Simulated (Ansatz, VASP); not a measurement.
## I: VASP beside Ansatz

File INCAR:

```
PREC     = Accurate       # precision mode
ENCUT    = 520            # plane-wave cutoff, eV
EDIFF    = 1E-6           # SCF threshold, eV
ISMEAR   = -1             # smearing method
SIGMA    = 0.08           # smearing width, eV
LREAL    = F              # projectors in reciprocal space
LASPH    = T              # aspherical terms in the spheres
NELM     = 60             # most SCF steps
ALGO     = Normal         # electronic algorithm
ISIF     = 2              # what is computed and relaxed
LWAVE    = F              # write WAVECAR
LCHARG   = F              # write CHGCAR
GGA      = PE             # functional
NBANDS   = 10             # bands
```

The input KPOINTS:

```
regular mesh
0
Gamma
  12 12 12
```

File POSCAR:

```
I
1.0
    3.6769660545      0.0000000000      0.0000000000
   -1.8384830272      3.1843460120      0.0000000000
    0.0000000000      0.0000000000      2.9126367424
I
1
Direct
    0.0000000000      0.0000000000      0.0000000000
```

Input for Ansatz:

```yaml
crystal:
  lattice:
    - [3.6769660545, 0.0, 0.0]
    - [-1.8384830272, 3.184346012, 0.0]
    - [0.0, 0.0, 2.9126367424]
  atoms:
    - { symbol: I, position: [0.0, 0.0, 0.0] }
kpoints:
  mp_grid: { grid: [12, 12, 12] }
scf:
  occupations: { method: fermi_dirac, width: 0.08 }
hamiltonian:
  xc: pbe
  pseudopotentials: { kind: paw }
output:
  forces: true
  stress: true
  eigenvalues: true
  populations: true
  write_density: true
  write_potential: true
  elf: true
  volumetric_format: npy
```

Change from the starting cell: volume scaled by 0.65, PAW files.

Alike in both runs: task single point; functional PBE; k mesh 12 × 12 × 12; occupations fermi-dirac, width 0.08 eV; no spin polarisation.

|  | VASP | Ansatz |
| --- | --- | --- |
| version | VASP 6.6.1 | Ansatz 0.2.0 |
| potentials or method | VASP PAW PBE potentials, release 64 (I) | PAW with Ansatz's default frozen-core files, scalar-relativistic |
| plane-wave cutoff (eV) | 520 | 420 |
| valence electrons in the cell | 7 | 17 |

Ansatz gave:

```
pressure (GPa)                                  : 6.4
largest component of the traceless stress (GPa) : 0.07
```

What did VASP give for the same quantities?

Pressure (GPa): 6.4; largest component of the traceless stress (GPa): 0.26.

The two sets of potentials don't hold the same shells in valence.

Caveats: an odd number of electrons without spin polarisation forces a metal; a magnetic or distorted state may lie lower. The runs have no spin-orbit coupling, so splittings on I are missing.
